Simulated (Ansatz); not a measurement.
Input and command of a calculation in Ansatz (plane waves; scalar-relativistic PAW potentials unless the input names others):

```yaml
crystal:
  lattice:
    - [0.0, 1.4205156493, 1.4205156493]
    - [1.4205156493, 0.0, 1.4205156493]
    - [1.4205156493, 1.4205156493, 0.0]
  atoms:
    - { symbol: B, position: [0.0, 0.0, 0.0] }
basis:
  ecutwfc: 420
  precision: f64
kpoints:
  mp_grid: { grid: [24, 24, 24], shift: [0.5, 0.5, 0.5] }
hamiltonian:
  xc: pbe
  dispersion: d3bj
scf:
  occupations: { method: gaussian, width: 0.1 }
  eigensolver: { kind: davidson }
output:
  forces: true
  eigenvalues: true
  stress: true
```

```bash
ansatz run input.yaml --threads 1 --pin off --max-ram 2560MiB --backend cpu --events-out ev --progress --plain --runs-dir out
```

Abridged log:
```
Warning: crystal.symmetry: narrowed to the stabiliser of the k-point mesh — unitary ops 48 → 12; excluded 36 operations that carry a point of the 24×24×24 mesh (shift [0.5, 0.5, 0.5]) off the mesh (the run samples exactly the mesh kpoints.mp_grid names, as under crystal.symmetry.detect: false, and its converged state has the mesh's symmetry, not the crystal's; ε∞, the Born charges and the force constants of a linear response (`dielectric:` by the response, `phonons.method: dfpt`) are averaged over those of the crystal's operations that the state keeps within a tolerance, where `mesh_tensors`,  ...
Basis set: ecut = 420 eV, 113 PW (Γ), exchange–correlation on 30×30×30 points (8 copies of the dense FFT grid, shifted against one another)
Bands: 6, of which v1, the nominal top of the filled ones, is band 2 counted from 1 (1 counted from 0)
Symmetry: 12 space group operations
k-points: 1300 of 13824
SCF iter   1: F=—  HF=-154.816604 eV  |F-HF|=—  |Δ(HF+E_count)|=         —  Δρ=3.54e-3  dr2=2.97e-4  ethr=1.77e-3  ⟨swp⟩=5.2  Hψ=33538  notcnv=0
SCF iter   2: F=—  HF=-154.816646 eV  |F-HF|=—  |Δ(HF+E_count)|=   4.23e-5  Δρ=1.76e-3  dr2=7.22e-5  ethr=9.90e-6  ⟨swp⟩=2.1  Hψ=9924  notcnv=0  defer=20
SCF iter   3: F=-154.816662 eV  HF=-154.816662 eV  |F-HF|=1.36e-9  |Δ(HF+E_count)|=   1.55e-5  Δρ=2.12e-5  dr2=9.01e-9  ethr=3.28e-10  ⟨swp⟩=3.0  Hψ=21526  notcnv=0  defer=2
SCF iter   4: F=-154.816662 eV  HF=-154.816662 eV  |F-HF|=5.10e-11  |Δ(HF+E_count)|=   1.60e-9  Δρ=2.39e-6  dr2=9.26e-11  ethr=3.00e-10  ⟨swp⟩=2.0  Hψ=9769  notcnv=0
SCF iter   5: F=-154.816662 eV  HF=-154.816662 eV  |F-HF|=1.42e-13  |Δ(HF+E_count)|=  5.89e-11  Δρ=1.05e-7  dr2=1.32e-13  ethr=3.09e-12  ⟨swp⟩=2.3  Hψ=10195  notcnv=0  defer=1
SCF iter   6: F=-154.816662 eV  HF=-154.816662 eV  |F-HF|=0.00e0  |Δ(HF+E_count)|=  2.27e-13  Δρ=4.25e-9  dr2=2.26e-16  ethr=1.00e-12  ⟨swp⟩=2.0  Hψ=9769  notcnv=0
the search or the solves at the SCF's close seem to have found levels that the self-consistency loop had missed (the run counts 9). By its estimate they hold under 1e-12 electrons; where the run keeps them, the occupations were computed again with them
SCF 1 converged in 6 iterations: F = -154.816662 eV  dr2 = 2.26e-16
SCF converged after 6 iterations
Free energy (F): -154.816662 eV
Harris-Foulkes:  -154.816662 eV  (|F-HF|=0.00e0)
Internal energy: -154.815457 eV  (E = F + TS)
E sigma→0 (E₀):  -154.816059 eV
Entropy (-TS):   -0.001205 eV (-1.205 meV/atom)
Fermi energy:    14.926583 eV
  E_disp       = -0.261587  (pairwise vdW)
--- Forces (eV/Å), atoms counted from 1 ---
  atom   1  B      0.00000000     0.00000000     0.00000000
--- Stress (GPa, compression-positive) ---
        0.161232       0.076340       0.076340
        0.076340       0.161232       0.076340
        0.076340       0.076340       0.161232
  P = ⅓ Tr σ = 0.1612 GPa (1.612 kbar)
```

Apart from outputs, empty bands and the relaxation, which only the reference makes, the input differs from a reference run on usual settings in kpoints.mp_grid.shift: not typed → [0.5, 0.5, 0.5]; scf.eigensolver.kind: not typed → "davidson"; basis.precision: not typed → "f64". The reference, at the same geometry, ended its own course with pressure 0.00 GPa, largest force 0.000 eV/Å, no gap on the mesh. This run converged in 6 SCF iterations with an energy at zero smearing 0.14 meV/atom below the reference's, pressure 0.16 GPa, largest force 0.000 eV/Å, no gap on the mesh.

It took 7 s on 1 thread of Intel(R) Xeon(R) Platinum 8259CL CPU @ 2.50GHz (Skylake/Cascade Lake), on a shared host, peak memory 0.38 GiB.